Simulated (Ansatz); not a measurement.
# From the elastic tensor of HfO$_{2}$ at 35 GPa (stress–strain coefficients) to moduli and sound speeds

Computed with DFT PBEsol, scalar-relativistic, plane waves, PAW (Ansatz). Plane waves to 420 eV; Γ-centred k mesh 8×8×6; fixed occupations. No spin polarisation.

Symmetry: P4_2/nmc, No. 137, tetragonal system. Conventional cell: a = 3.443 Å, b = 3.443 Å, c = 4.885 Å, α = 90.00°, β = 90.00°, γ = 90.00°. Hf (site symmetry -4m2) is surrounded by 8 O at 2.05 to 2.17 Å. Around O (site symmetry 2mm) lie 4 Hf at 2.05 to 2.17 Å.

Spin–orbit coupling is left out, which can shift energies with elements as heavy as these. Other phases may be more stable at this pressure.

Relaxed-ion constants (GPa, on the Cartesian axes of the calculation):
C11 = 569.8, C12 = 387.1, C13 = 193.8, C22 = 569.8, C23 = 193.8, C33 = 619.2, C44 = 81.1, C55 = 81.1, C66 = 250.6 GPa; the others vanish.

Density 12.075 g/cm³; 6 atoms in 57.89 Å³.

The values that follow are for a polycrystal of randomly turned grains, by Hill's mean where one number stands. In a crystal this anisotropic the Voigt and Reuss bounds lie far apart, so Hill's mean and the sound speeds and Debye temperature from it are rough.

With S = C⁻¹: B_V = (C11+C22+C33+2(C12+C13+C23))/9, G_V = (C11+C22+C33−C12−C13−C23+3(C44+C55+C66))/15, 1/B_R = S11+S22+S33+2(S12+S13+S23), 15/G_R = 4(S11+S22+S33−S12−S13−S23)+3(S44+S55+S66); Hill is their mean. Then v_l = √((B+4G/3)/ρ), v_t = √(G/ρ), v_m = [(2/v_t³+1/v_l³)/3]^(−1/3) and Θ = (ħ/k_B)·v_m·(6π²n/V)^(1/3) for n atoms in the volume V; E = 9BG/(3B+G), ν = (3B−2G)/(2(3B+G)) and A^U = 5G_V/G_R + B_V/B_R − 6.

* Bulk modulus, Voigt / Reuss / Hill: 367.6 / 364.4 / 366.0 GPa
* Shear modulus, Voigt / Reuss / Hill: 148.2 / 114.0 / 131.1 GPa
* Young's modulus: 351 GPa
* Poisson ratio: 0.340
* Pugh ratio B/G: 2.79
* Universal anisotropy index: 1.51
* Longitudinal and transverse sound speeds: 6692 and 3295 m/s
* Debye temperature from the mean sound speed: 517 K

This fluorite-type form isn't the usual stable structure of the compound at low pressure.

Cost: 1 run of about 6 core-minutes, on Intel Xeon 6975P-C (Granite Rapids) (shared hosts).